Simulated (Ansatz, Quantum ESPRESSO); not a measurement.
# InP: 5 runs at one level of theory

```
In P
1.0
     0.00000    2.93050    2.93050
     2.93050    0.00000    2.93050
     2.93050    2.93050    0.00000
In P
1 1
Direct
  0.00000 0.00000 0.00000
  0.75000 0.75000 0.75000
```

Alike in all runs: task single point; functional PBE; k mesh 4 × 4 × 4; occupations fermi-dirac, width 0.05 eV; no spin polarisation; no spin-orbit coupling. Pressure is positive in compression and, in plane waves, holds the error of the finite cutoff, which Ansatz's Pulay term estimates and takes out.

```csv
program and potentials,plane-wave cutoff (eV),notes,band gap (eV),pressure (GPa)
"Ansatz, PAW datasets made for the crystal",240,9 valence electrons an atom on average,0.70,3.53
"Quantum ESPRESSO, PseudoDojo 0.4 SR PBE stringent",1116,13 valence electrons an atom on average,0.70,3.55
"Quantum ESPRESSO, PseudoDojo 0.4.1 SR PBE standard",327,9 valence electrons an atom on average,0.08,-
"Quantum ESPRESSO, SG15 PBE 1.2",952,9 valence electrons an atom on average,0.70,3.69
"Quantum ESPRESSO, Ansatz NC SR PBE",952,9 valence electrons an atom on average,0.69,3.60
```

The band gap spans 0.08 (Quantum ESPRESSO, PseudoDojo 0.4.1 SR PBE standard) to 0.70 eV (Quantum ESPRESSO, SG15 PBE 1.2). The pressure spans 3.53 (Ansatz, PAW datasets made for the crystal) to 3.69 GPa (Quantum ESPRESSO, SG15 PBE 1.2). The band gap of Quantum ESPRESSO, PseudoDojo 0.4.1 SR PBE standard lies far from the others; the cause wasn't traced. The k mesh is coarse, so the values compare programs but aren't converged.

Differences between rows come from potentials, basis sets and numerical settings, since the functional is the same but for its coding. Runs on potential files found faulty are left out.

Four of the five runs agree closely on the gap, and their pressures differ little. Freezing or including the deeper In shells below 4d therefore hardly matters here. The outlier treats as many valence electrons as three of the agreeing runs, so the valence count alone can't explain its nearly closed gap. Its cutoff is by far the lowest among the norm-conserving runs, which suggests a poorly represented In 4d shell. If those states lie too high, their repulsion with P 3p raises the valence band edge and narrows the gap, though a fault in the potential itself would also fit.

The common gap of about 0.70 eV is well below the measured one, as expected from a semilocal functional, whose Kohn-Sham gap lacks the derivative discontinuity. The positive pressures mean that PBE favours a larger cell than this one, which is close to experiment, in line with its usual underbinding. Because the direct gap of InP shrinks on expansion, relaxing the cell would probably widen the disagreement with experiment.
